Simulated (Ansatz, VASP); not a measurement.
# Cd: VASP beside Ansatz

```
CELL_PARAMETERS angstrom
0.00000 2.24995 2.24995
2.24995 0.00000 2.24995
2.24995 2.24995 0.00000
ATOMIC_POSITIONS crystal
Cd 0.00000 0.00000 0.00000
```

Alike in both runs: functional PBE; k mesh 14 × 14 × 14; occupations gaussian, width 0.1 eV; no spin polarisation.

Ansatz relaxed the structure, and its values are those at the end. VASP's run is a single point on that final structure, the one shown.

|  | VASP | Ansatz |
| --- | --- | --- |
| version | VASP 6.6.1 | Ansatz 0.2.0 |
| potentials or method | VASP PAW PBE potentials, release 64 (Cd) | scalar-relativistic, plane waves, PAW |
| plane-wave cutoff (eV) | 520 | 420 |
| valence electrons in the cell | 12 | 20 |

```csv
,VASP,Ansatz,Ansatz less VASP
gap on the k mesh at the Fermi level (eV),none,none,-
pressure (GPa),0.2,0.0,-0.24
```

A gap of «none» marks a metal or a gap that the smearing closes. The two sets of potentials don't hold the same shells in valence.
